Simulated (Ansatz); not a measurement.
# Ge: band gap under strain

How does strain move the band edges of Ge, lonsdaleite, and do the functionals agree on it? States: no strain; +5.0 % biaxial strain in x and y, free along z; +2.0 % equal strain in all directions.

The runs shown are made with Ansatz 0.2.0. PAW datasets, plane waves. Spin-unpolarised throughout; all numbers are computed.

## Step 1: Starting point

The unstrained cell was relaxed with r2SCAN; in each strained cell the atoms were relaxed again with r2SCAN. Names of k-points are those of the unstrained zone, where strain can split equivalent points. First state: no strain.

It is hexagonal, P6_3/mmc (No. 194); a = 3.998 Å, c = 6.593 Å in the conventional setting, 22.81 Å³ an atom. Ge has 4 Ge at 2.45–2.47 Å.

Coordinates:

```cif
data_structure
_symmetry_space_group_name_H-M 'P6_3/mmc'
_symmetry_Int_Tables_number 194
_cell_length_a 3.9976
_cell_length_b 3.9976
_cell_length_c 6.5928
_cell_angle_alpha 90.000
_cell_angle_beta 90.000
_cell_angle_gamma 120.000
_cell_volume 91.24
loop_
_atom_site_label
_atom_site_type_symbol
_atom_site_symmetry_multiplicity
_atom_site_Wyckoff_symbol
_atom_site_fract_x
_atom_site_fract_y
_atom_site_fract_z
_atom_site_occupancy
Ge1 Ge 4 f 0.33333 0.66667 0.56287 1
```

## Step 2: No strain: PBE

File input.yaml:

```yaml
crystal:
  lattice:
    - [3.9976152073, 0.0, 0.0]
    - [-1.9988076036, 3.4620363241, 0.0]
    - [0.0, 0.0, 6.5928195166]
  atoms:
    - { symbol: Ge, position: [0.3333333333, 0.6666666667, 0.000369599] }
    - { symbol: Ge, position: [0.6666666667, 0.3333333333, 0.500369599] }
    - { symbol: Ge, position: [0.3333333333, 0.6666666667, 0.374630401] }
    - { symbol: Ge, position: [0.6666666667, 0.3333333333, 0.874630401] }
kpoints:
  mp_grid: { grid: [12, 12, 4] }
  band_path:
    path:
      - [0.0, 0.0, 0.0]
      - [0.5, 0.0, 0.0]
      - [0.3333333333, 0.3333333333, 0.0]
      - [0.0, 0.0, 0.5]
      - [0.5, 0.0, 0.5]
      - [0.3333333333, 0.3333333333, 0.5]
      - [0.0, 0.0, -0.019002]
      - [-0.000977, 0.0, 0.144531]
    npoints: 1
hamiltonian:
  xc: pbe
scf:
  occupations: { method: fermi_dirac, width: 0.02 }
  n_extra_bands: 5
output:
  forces: true
  stress: true
  eigenvalues: true
```

Launch:

```console
> ansatz run input.yaml --threads 2 --pin off --max-ram 2211MiB --backend cpu --events-out ev --progress --plain --runs-dir out
```

Further steps of the session: No strain: r2SCAN; No strain: HSE06; +5.0 % biaxial strain in x and y, free along z: PBE; +5.0 % biaxial strain in x and y, free along z: r2SCAN; +5.0 % biaxial strain in x and y, free along z: HSE06; +2.0 % equal strain in all directions: PBE; +2.0 % equal strain in all directions: r2SCAN; +2.0 % equal strain in all directions: HSE06.

Q: Predict the outcome of this session.

As calculated:

Least gap in eV (negative: overlap), with the change from the unstrained cell in brackets:

```
                                         state  volume change (%)            PBE         r2SCAN          HSE06
                                     no strain               +0.0          -0.13           0.08           0.38
+5.0 % biaxial strain in x and y, free along z               +8.9  -0.56 (-0.43)  -0.40 (-0.48)  -0.29 (-0.67)
         +2.0 % equal strain in all directions               +6.1  -0.20 (-0.07)   0.00 (-0.08)   0.09 (-0.29)
```

**Reading.** With HSE06, of the states in the table +5.0 % biaxial strain in x and y, free along z shifts the gap most, by -0.665 eV. PBE and HSE06 differ by 0.51 eV on the unstrained gap, and by at most 0.24 eV on its change.
